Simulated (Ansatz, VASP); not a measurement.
## Two plane-wave programs on Y

```xyz
1
Lattice="0.0000 2.5336 2.5336 2.5336 0.0000 2.5336 2.5336 2.5336 0.0000" Properties=species:S:1:pos:R:3 pbc="T T T"
Y     0.0000    0.0000    0.0000
```

Alike in both runs: task single point; functional PBE; k mesh 14 × 14 × 14; occupations gaussian, width 0.1 eV; no spin polarisation.

```csv
,VASP,Ansatz
version,VASP 6.6.1,Ansatz 0.2.0
potentials or method,"VASP PAW PBE potentials, release 64 (Y_sv)","scalar-relativistic, plane waves, PAW"
plane-wave cutoff (eV),520,420
valence electrons in the cell,11,11
```

Ansatz gave:

```
gap on the k mesh at the Fermi level (eV) : none
pressure (GPa)                            : -0.1
```

Question: Which values does VASP return?

Answer: gap on the k mesh at the Fermi level (eV): none; pressure (GPa): -0.2.

A gap of «none» marks a metal or a gap that the smearing closes.
